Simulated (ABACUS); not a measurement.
## Ge: equation of state with PBEsol

**What was measured.**

“Sub-monolayer structures of Ag overlayers on Ge(111): experimental observations and first-principles study”, 2019, arxiv:1908.00180 quotes, for a bulk crystal of Ge: bulk modulus 75.8 GPa.

The system is Ge.

```
Ge
1.0
     0.00000    2.82891    2.82891
     2.82891    0.00000    2.82891
     2.82891    2.82891    0.00000
Ge
2
Direct
  0.75000 0.75000 0.75000
  0.50000 0.50000 0.50000
```

```
Program             : ABACUS 3.10.1
Task                : equation of state
Functional          : PBEsol
Potentials or basis : PseudoDojo NC SR 0.4.1 PBEsol standard
Cutoff              : 1075 eV
Density cutoff      : 4299 eV
Basis               : plane waves
k mesh              : 8 × 8 × 8
Occupations         : fermi-dirac, width 0.05 eV
Spin                : no spin polarisation
```

| Item | Value |
| --- | --- |
| Equilibrium volume | 22.86 Å³/atom |
| Bulk modulus | 66 GPa |
| Pressure derivative of the bulk modulus | 4.8 (rough: it moves with the points fitted) |

Energy against volume, from the lowest point:
```csv
volume (Å³/atom),energy (meV/atom)
21.281,25.30
21.733,12.06
22.186,3.84
22.639,0.00
23.092,0.00
23.545,3.52
23.997,10.21
```

All runs of the series together: 87 s on 4 threads of Intel(R) Xeon(R) Platinum 8259CL CPU @ 2.50GHz (Skylake/Cascade Lake), on a shared host.

A measured bulk modulus of Ge is 75.8 GPa (quoted in “Sub-monolayer structures of Ag overlayers on Ge(111): experimental observations and first-principles study”, 2019, arxiv:1908.00180); the calculated 66 GPa misses it by -12.8 %. The fit is for a static lattice scaled at fixed shape and fixed fractional positions. The cell as given is a measured one (22.64 Å³/atom); PBEsol puts the equilibrium volume +1.0 % from it, thermal expansion not counted.
